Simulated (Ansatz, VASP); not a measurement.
## One calculation of Sb4H, two programs

```xyz
5
Lattice="3.0617 0.0000 0.0000 0.0000 4.3300 0.0000 0.0000 0.0000 25.4949" Properties=species:S:1:pos:R:3 pbc="T T T"
Sb    0.0000    2.1650    8.5000
Sb    0.0000    0.0000   10.6650
Sb    0.0000    2.1650   13.1550
Sb    0.0000    0.0000   15.2291
H     1.5309    2.1650   14.2540
```

Alike in both runs: functional PBEsol; k mesh 9 × 7 × 1; occupations gaussian, width 0.1 eV; no spin polarisation.

Ansatz relaxed the structure, and its values are those at the end. VASP's run is a single point on that final structure, the one shown.

```csv
,VASP,Ansatz
version,VASP 6.6.1,Ansatz 0.2.0
potentials or method,"VASP PAW PBE potentials, release 64 (Sb, H)","scalar-relativistic, plane waves, PAW"
plane-wave cutoff (eV),520,420
valence electrons in the cell,21,61
```

```tsv
	VASP	Ansatz	Ansatz less VASP
gap on the k mesh at the Fermi level (eV)	none	none	-
rms of the force components (eV/Å)	0.388	0.394	+0.0064
work function, face that differs most (eV)	4.22	4.22	-0.002
```

A gap of «none» marks a metal or a gap that the smearing closes. The functional is the same, so the differences come from potentials, cutoffs and numerics. The two sets of potentials don't hold the same shells in valence.

Caveats: the PAW data sets were made with another functional, which shifts forces and pressure a little (VASP). Spin-orbit coupling is left out, which matters for the levels of Sb.
